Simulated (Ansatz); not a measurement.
Runs of Ansatz 0.2.0 on Ti. The structure is hexagonal, space group P6_3/mmc (No. 194). The conventional cell has a = 2.950 Å, b = 2.950 Å, c = 4.680 Å, α = 90.00°, β = 90.00°, γ = 120.00°. Ti (site symmetry -6m2) is surrounded by 12 Ti at 2.89 to 2.95 Å. 

```csv
task,level,potentials or basis,U,cell,k mesh,cutoff (eV),smearing,points for each segment of the path,driver,hubbard projectors,double counting,mesh quality,gap on the mesh (eV),pressure (GPa),relaxed volume (Å³/atom)
density of states,HSE06,Ansatz PAW,-,as given,7 × 7 × 4,420,fermi-dirac 0.01 eV,-,-,-,-,not flagged,none,-,-
band structure,PBE,Ansatz NC,-,as given,10 × 10 × 6,1155,fermi-dirac 0.05 eV,14,-,-,-,not flagged,none,-1.4,-
band structure,HSE06,Ansatz PAW,-,as given,6 × 6 × 3,420,fermi-dirac 0.05 eV,4,-,-,-,coarse,none,-,-
band structure,SVWN5,Ansatz PAW,-,as given,10 × 10 × 6,420,fermi-dirac 0.05 eV,14,-,-,-,not flagged,none,-9.9,-
band structure,PBEsol+U,PseudoDojo PBEsol stringent,Ti d U = 4.5 eV,as given,10 × 10 × 6,1143,gaussian 0.025 eV,14,chain,all-electron-ortho-atomic,fll (the default),not flagged,none,(a),-
relaxation of cell and atoms,BLYP,Ansatz PAW,-,relaxed,10 × 10 × 6,420,fermi-dirac 0.05 eV,-,-,-,-,not flagged,-,0.0,17.79
band structure,r2SCAN,Ansatz PAW,-,as given,6 × 6 × 3,500,fermi-dirac 0.05 eV,14,-,-,-,coarse,none,-1.7,-
single point,PBE,Ansatz PAW,-,as given,10 × 10 × 6,420,gaussian 0.1 eV,-,-,-,-,not flagged,none,-1.5,-
band structure,rPW86-PBE,Ansatz PAW,-,as given,10 × 10 × 6,420,fermi-dirac 0.05 eV,14,-,-,-,not flagged,none,(b),-
relaxation of cell and atoms,RPBE,Ansatz PAW,-,relaxed,10 × 10 × 6,420,fermi-dirac 0.05 eV,-,-,-,-,not flagged,none,0.0,17.91
band structure,PBE,PseudoDojo stringent (PBE files),-,as given,10 × 10 × 6,1143,fermi-dirac 0.05 eV,14,-,-,-,not flagged,none,-1.4,-
```

Alike in all rows: no spin polarisation.

Estimate the missing entries.

(a) 1.0; (b) 0.7.

Caveats: some runs use coarse meshes; the PAW data sets come from PBE, with cores solved anew for the run's functional, which leaves a small shift of forces and pressure (some runs); the potentials were made for another functional, which shifts forces and pressure (some runs); the plane-wave basis is chosen anew once the cell has moved, so the energies of steps on either side of that aren't comparable (some runs); the density of states is complete only up to the lowest level of the last band computed (some runs); U without spin polarisation on a metal has little footing (some runs); the U is typed as a test and isn't derived for this compound (some runs).

A k mesh can miss the band edges.

A gap of «none» marks a metal or a gap under the smearing width.

Not every run made on this cell is shown here.
